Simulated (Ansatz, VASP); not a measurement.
**PbS: VASP beside Ansatz**

```xyz
4
Lattice="2.9405 -2.9000 0.0000 2.9405 2.9000 0.0000 -1.0800 0.0000 11.7093" Properties=species:S:1:pos:R:3 pbc="T T T"
Pb    3.8740    0.0000    7.4516
Pb    0.9270    0.0000    4.2577
S     0.9319    0.0000    7.0092
S     3.8690    0.0000    4.7001
```

Alike in both runs: task relaxation of cell and atoms; functional PBEsol; k mesh 6 × 6 × 2; occupations gaussian, width 0.1 eV; no spin polarisation.

```csv
,VASP,Ansatz
version,VASP 6.6.1,Ansatz 0.2.0
potentials or method,"VASP PAW PBE potentials, release 64 (Pb_d, S)","scalar-relativistic, plane waves, PAW"
plane-wave cutoff (eV),600,420
valence electrons in the cell,40,40
```

VASP gave:

| Quantity | Value |
| --- | --- |
| gap on the k mesh at the Fermi level, each at its own relaxed structure (eV) | 1.98 |
| relaxed volume (Å³/atom) | 49.12 |
| relaxed cell length with the largest relative difference (Å) | 11.381 |
| energy change over the relaxation (meV/atom) | -29 |

Which values does Ansatz return?

gap on the k mesh at the Fermi level, each at its own relaxed structure (eV): 1.89; relaxed volume (Å³/atom): 50.20; relaxed cell length with the largest relative difference (Å): 11.688; energy change over the relaxation (meV/atom): -28.

Caveats: the PAW data sets were made with another functional, which shifts forces and pressure a little (VASP); spin-orbit coupling is left out, which as a rule narrows the gap of such compounds by several tenths of an eV.
